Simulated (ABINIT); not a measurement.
KCl (Sylvite) in ABINIT: the effect of functional

Crystal: KCl (Sylvite).

```
K Cl
1.0
     0.00000    3.14647    3.14647
     3.14647    0.00000    3.14647
     3.14647    3.14647    0.00000
K Cl
1 1
Direct
  0.00000 0.00000 0.00000
  0.50000 0.50000 0.50000
```

Alike in all runs:

| Property | Result |
| --- | --- |
| Program | ABINIT 10.8.3 (patched build) |
| Task | single point |
| Potentials or basis | SPMS NC PBE v1.0 |
| Cutoff | 490 eV |
| k mesh | 6 × 6 × 6 |
| Occupations | fixed |
| Spin | no spin polarisation |

| functional | gap on the mesh (eV) | pressure (GPa) |
| --- | --- | --- |
| PBEsol | ? | ? |
| PBE | 5.19 | 0.6 |
| HSE06 | 6.46 | 0.3 |

Task: What does the run with functional PBEsol give?

Result: gap on the mesh 5.02 eV; pressure -0.5 GPa.

Caveats: the potentials were made for another functional, which shifts forces and pressure (some runs); Libxc's HSE differs a little from that of other programs (some runs).

